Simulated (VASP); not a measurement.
Output of a VASP run:

OUTCAR:
```
 ion  position               nearest neighbor table
   1  0.000  0.000  0.000-   2 3.00   2 3.00   2 3.00   2 3.00   2 3.00   2 3.00
   2  0.500  0.500  0.500-   1 3.00   1 3.00   1 3.00   1 3.00   1 3.00   1 3.00
  LATTYP: Found a face centered cubic cell.
 ALAT       =     5.9993860000
 Subroutine PRICEL returns:
 Original cell was already a primitive cell.
 Subroutine GETGRP returns: Found 48 space group operations
The static configuration has the point symmetry O_h .
The dynamic configuration has the point symmetry O_h .
 Subroutine INISYM returns: Found 48 space group operations
 Subroutine IBZKPT returns following result:
 Found     19 irreducible k-points:

 Following reciprocal coordinates:
            Coordinates               Weight
  0.100000  0.100000  0.100000      8.000000
  0.300000  0.100000  0.100000     24.000000
  0.500000  0.100000  0.100000     24.000000
 -0.300000  0.100000  0.100000     24.000000
 -0.100000  0.100000  0.100000     24.000000
  0.300000  0.300000  0.100000     24.000000
  0.500000  0.300000  0.100000     48.000000
 -0.300000  0.300000  0.100000     48.000000
 -0.100000  0.300000  0.100000     48.000000
  0.500000  0.500000  0.100000     24.000000
 -0.300000  0.500000  0.100000     48.000000
 -0.100000  0.500000  0.100000     24.000000
 -0.300000 -0.300000  0.100000     24.000000
  0.300000  0.300000  0.300000      8.000000
  0.500000  0.300000  0.300000     24.000000
 -0.300000  0.300000  0.300000     24.000000
  0.500000  0.500000  0.300000     24.000000
 -0.300000  0.500000  0.300000     24.000000
  0.500000  0.500000  0.500000      4.000000
 Subroutine IBZKPT_HF returns following result:
   k-points           NKPTS =     19   k-points in BZ     NKDIM =    500   number of bands    NBANDS=      9
   number of dos      NEDOS =    301   number of ions     NIONS =      2
   total plane-waves  NPLWV =  21952
   dimension x,y,z NGX =    28 NGY =   28 NGZ =   28
   dimension x,y,z NGXF=    56 NGYF=   56 NGZF=   56
   ions per type =               1   1
   PREC   = accura    normal or accurate (medium, high low for compatibility)
   ISTART =      0    job   : 0-new  1-cont  2-samecut
   ICHARG =      2    charge: 1-file 2-atom 10-const
   ISPIN  =      1    spin polarized calculation?
   LNONCOLLINEAR =      F non collinear calculations
   LSORBIT =      F    spin-orbit coupling
   INIWAV =      1    electr: 0-lowe 1-rand  2-diag
   ENCUT  =  400.0 eV  29.40 Ry    5.42 a.u.   6.92  6.92  6.92*2*pi/ulx,y,z
   NELM   =    100;   NELMIN=  2; NELMDL= -5     # of ELM steps
   EDIFF  = 0.1E-05   stopping-criterion for ELM
   LREAL  =      F    real-space projection
   NLSPLINE    = F    spline interpolate recip. space projectors
   LMAXMIX     =    4 max onsite mixed and CHGCAR
   VOSKOWN=      0    Vosko Wilk Nusair interpolation
   EDIFFG = 0.1E-04   stopping-criterion for IOM
   NSW    =      0    number of steps for IOM
   NBLOCK =      1;   KBLOCK =      1    inner block; outer block
   IBRION =     -1    ionic relax: 0-MD 1-quasi-New 2-CG
   NFREE  =      0    steps in history (QN), initial steepest desc. (CG)
   ISIF   =      2    stress and relaxation
   ISYM   =      3    0-nonsym 1-usesym 2-fastsym
   TEIN   =    0.0    initial temperature
   TEBEG  =    0.0;   TEEND  =   0.0 temperature during run
   SMASS  =  -3.00    Nose mass-parameter (am)
   PSTRESS=    0.0 pullay stress
   NELECT =      10.0000    total number of electrons
   EFERMI =   0.00;   METHOD = LEGACY
   ISMEAR =     0;   SIGMA  =   0.01  broadening in eV -4-tet -1-fermi 0-gaus
   IALGO  =     38    algorithm
   LDIAG  =      T    sub-space diagonalisation (order eigenvalues)
   IMIX   =      1    mixing-type and parameters
     AMIX     =   0.40;   BMIX     =  1.00
     AMIX_MAG =   1.60;   BMIX_MAG =  1.00
     AMIN     =   0.10
   GGA     = PE    functional components
   VOSKOWN =     0    Vosko Wilk Nusair interpolation
   LHFCALC =     T    Hartree Fock is set to
   NKREDX  =     1    reduce k-point grid by
...
```

File OSZICAR:
```
       N       E                     dE             d eps       ncg     rms          rms(c)
DAV:   1    -0.114400461037E+04   -0.11440E+04   -0.31098E+03   342   0.798E+02
DAV:   2    -0.118612833628E+04   -0.42124E+02   -0.39960E+02   471   0.131E+02
DAV:   3    -0.118795049709E+04   -0.18222E+01   -0.18213E+01   402   0.323E+01
DAV:   4    -0.118802926196E+04   -0.78765E-01   -0.78707E-01   554   0.667E+00
DAV:   5    -0.670108618107E+01    0.11813E+04   -0.37082E+00   345   0.112E+01    0.404E+00
DAV:   6    -0.673547678423E+01   -0.34391E-01   -0.30752E-01   509   0.334E+00    0.402E+00
DAV:   7    -0.673894311873E+01   -0.34663E-02   -0.21968E-02   429   0.107E+00    0.263E+00
DAV:   8    -0.673930949758E+01   -0.36638E-03   -0.25991E-03   501   0.387E-01    0.161E+00
DAV:   9    -0.673950818908E+01   -0.19869E-03   -0.44898E-04   445   0.192E-01    0.909E-01
DAV:  10    -0.673967651290E+01   -0.16832E-03   -0.20000E-04   441   0.122E-01    0.506E-01
DAV:  11    -0.673978517563E+01   -0.10866E-03   -0.74621E-05   443   0.770E-02    0.280E-01
DAV:  12    -0.673984739929E+01   -0.62224E-04   -0.33144E-05   416   0.513E-02    0.156E-01
DAV:  13    -0.673988019888E+01   -0.32800E-04   -0.14745E-05   426   0.341E-02    0.869E-02
DAV:  14    -0.673989703547E+01   -0.16837E-04   -0.68150E-06   424   0.229E-02    0.486E-02
DAV:  15    -0.673990549385E+01   -0.84584E-05   -0.30530E-06   418   0.152E-02    0.277E-02
DAV:  16    -0.673990960730E+01   -0.41135E-05   -0.13652E-06   367   0.102E-02    0.155E-02
DAV:  17    -0.673991162276E+01   -0.20155E-05   -0.64195E-07   348   0.683E-03    0.866E-03
DAV:  18    -0.673991260094E+01   -0.97818E-06   -0.25333E-07   187   0.448E-03
   1 F= -.67399126E+01 E0= -.67399126E+01  d E =-.227541E-80
```

File OUTCAR:
```
------------------------ aborting loop because EDIFF is reached ----------------------------------------
  FORCE on cell =-STRESS in cart. coord.  units (eV):
  Direction    XX          YY          ZZ          XY          YZ          ZX
  --------------------------------------------------------------------------------------
  Total       -0.2347363     -0.2347363     -0.2347363      0.0000000     -0.0000000      0.0000000
  in kB       -6.9667519     -6.9667519     -6.9667519      0.0000000     -0.0000000      0.0000000
  external PRESSURE =      -6.9667519 kB  Pullay stress =       0.0000000 kB
  volume of cell :       53.98
      direct lattice vectors                 reciprocal lattice vectors
     0.000000000  2.999693000  2.999693000    -0.166683724  0.166683724  0.166683724
     2.999693000  0.000000000  2.999693000     0.166683724 -0.166683724  0.166683724
     2.999693000  2.999693000  0.000000000     0.166683724  0.166683724 -0.166683724
 POSITION                                       TOTAL-FORCE (eV/Angst)
 -----------------------------------------------------------------------------------
      0.00000      0.00000      0.00000        -0.000000     -0.000000     -0.000000
      2.99969      2.99969      2.99969         0.000000      0.000000      0.000000
 -----------------------------------------------------------------------------------
    total drift:                                0.000000      0.000000     -0.000004
  FREE ENERGIE OF THE ION-ELECTRON SYSTEM (eV)
  ---------------------------------------------------
  free  energy   TOTEN  =        -6.7399126009 eV

  energy  without entropy=       -6.7399126009  energy(sigma->0) =       -6.73991260

  exchange ACFDT corr.  =         0.00000000  see jH, gK, PRB 81, 115126
```
(Selected blocks of OUTCAR.)

POSCAR:
```
LiI
1
    0.0000000000     2.9996930000     2.9996930000
    2.9996930000     0.0000000000     2.9996930000
    2.9996930000     2.9996930000     0.0000000000
Li I
1 1
Direct
  0.0000000000   0.0000000000   0.0000000000
  0.5000000000   0.5000000000   0.5000000000
```

Task: Reconstruct the remaining input files.

Result: One answer among several that fit: the input of the run itself, HSE06 screened hybrid, plane waves, VASP's PBE PAW potentials (set 64).

**KPOINTS**
```
Automatic mesh
0
Gamma
  5 5 5
0.5 0.5 0.5
```

INCAR:
```
SYSTEM = LiI
PREC = Accurate
ENCUT = 400
EDIFF = 1E-6
NELM = 100
ALGO = Normal
LREAL = .FALSE.
LASPH = .TRUE.
ISMEAR = 0
SIGMA = 0.01
GGA = PE
HFSCREEN = 0.2
AEXX = 0.25
LHFCALC = .TRUE.
PRECFOCK = Fast
ISYM = 3
LMAXMIX = 4
LWAVE = .FALSE.
LCHARG = .FALSE.
ISIF = 2
```

POTCAR, in this order: Li_sv I (PBE.64 set). Program: vasp_std.

At this cut-off the stress carries a Pulay error, which pulls relaxed volumes low.

The structure comes from a computed database's LiI entry; how it stands against other phases isn't given here. The cell was not relaxed at this level.
